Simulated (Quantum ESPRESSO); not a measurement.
The system is Pt.

```xyz
1
Lattice="-1.5842 1.5842 1.5842 1.5842 -1.5842 1.5842 1.5842 1.5842 -1.5842" Properties=species:S:1:pos:R:3 pbc="T T T"
Pt    0.0000    0.0000    0.0000
```

This isn't the form of Pt at room conditions, which is fcc.

* Program: Quantum ESPRESSO 7.5
* Task: single point
* Functional: PBEsol
* Potentials or basis: GBRV 1.5 PBEsol
* Cutoff: 612 eV
* Density cutoff: 4898 eV
* k mesh: 12 × 12 × 12
* Occupations: fermi-dirac, width 0.05 eV
* Spin: no spin polarisation

On this cell: pressure -12.3 GPa; band gap on the k mesh none (metal or under the smearing width).

The same run follows on a disturbed copy (cell strained at random at fixed volume):

```xyz
1
Lattice="-1.5179 1.6126 1.5727 1.5844 -1.5912 1.6178 1.5236 1.5969 -1.5513" Properties=species:S:1:pos:R:3 pbc="T T T"
Pt   -0.0144   -0.0257   -0.0143
```

Problem. What does the disturbed cell give?

Solution. The energy (extrapolated to zero smearing) moves by +11.7 meV/atom; pressure -11.8 GPa; band gap on the k mesh none (metal or under the smearing width).

Stress tensor (GPa, compression positive):
```
-13.43  -0.15  -5.73
 -0.15 -10.55  -1.94
 -5.73  -1.94 -11.37
```
